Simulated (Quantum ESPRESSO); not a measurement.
## Zn: changing the dispersion correction

The cell as given:

```cif
data_structure
_symmetry_space_group_name_H-M 'P 1'
_symmetry_Int_Tables_number 1
_cell_length_a 2.7786
_cell_length_b 2.7786
_cell_length_c 2.7786
_cell_angle_alpha 60.000
_cell_angle_beta 60.000
_cell_angle_gamma 60.000
_cell_volume 15.17
loop_
_atom_site_label
_atom_site_type_symbol
_atom_site_fract_x
_atom_site_fract_y
_atom_site_fract_z
_atom_site_occupancy
Zn1 Zn 0.00000 0.00000 0.00000 1
```

This isn't the form of Zn at room conditions, which is hcp.

Kept alike: task relaxation of cell and atoms; functional PBEsol; k mesh 12 × 12 × 12; occupations fermi-dirac, width 0.05 eV; no spin polarisation. Program: Quantum ESPRESSO, GBRV 1.5 PBEsol, cutoff 762 eV. The mesh is that of the run's cell of 1 atom. No spin-orbit coupling.

```csv
dispersion correction,volume (Å³/atom)
D3(zero),13.677
D3(BJ),13.597
rVV10,13.610
```

The relaxations keep at least the cell's symmetry (Fm-3m). For a metal such a mesh leaves the last digits unconverged. Relaxations stop with a little pressure left, so the last digits of a volume or edge aren't settled. Runs of this series that gave no sound value for these columns are left out.

**Question.** What does the dispersion correction change here?

**Answer.** The volume runs from 13.597 (D3(BJ)) to 13.677 Å³/atom (D3(zero)).
